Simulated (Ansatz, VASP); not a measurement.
## TePb: 7 runs at one level of theory

The starting cell:

```
CELL_PARAMETERS angstrom
0.00000 3.23100 3.23100
3.23100 0.00000 3.23100
3.23100 3.23100 0.00000
ATOMIC_POSITIONS crystal
Pb 0.00000 0.00000 0.00000
Te 0.50000 0.50000 0.50000
```

Alike in all runs: task relaxation of cell and atoms; functional PBE; k mesh 7 × 7 × 7; occupations fermi-dirac, width 0.05 eV; no spin polarisation; no spin-orbit coupling.

```csv
program and potentials,plane-wave cutoff (eV),notes,equilibrium volume (Å³/atom)
"Ansatz, Ansatz PAW",420,15 valence electrons an atom on average,35.47
"VASP, PBE PAW files Pb_d, Te, 600 eV",600,10 valence electrons an atom on average,35.42
"VASP, PBE PAW files Pb, Te, release 54, 580 eV",580,5 valence electrons an atom on average,35.29
"VASP, PBE PAW files Pb_d_GW, Te_GW, 680 eV",680,11 valence electrons an atom on average,35.40
"Ansatz, all-electron LAPW, scalar-relativistic",-,-,35.48
"VASP, PBE PAW files Pb_d_GW, Te_GW, 630 eV",630,11 valence electrons an atom on average,35.39
"VASP, PBE PAW files Pb_d, Te, release 54, 600 eV",600,10 valence electrons an atom on average,35.40
```

The equilibrium volume spans 35.29 (VASP, PBE PAW files Pb, Te, release 54, 580 eV) to 35.48 Å³/atom (Ansatz, all-electron LAPW, scalar-relativistic), with all-electron results at 35.48. Relaxations stop with a little pressure left, so the last digit of a volume isn't settled.

The functional is the same throughout but for its coding, so the spread measures potentials, basis and numerics; runs on potential files found faulty are left out.
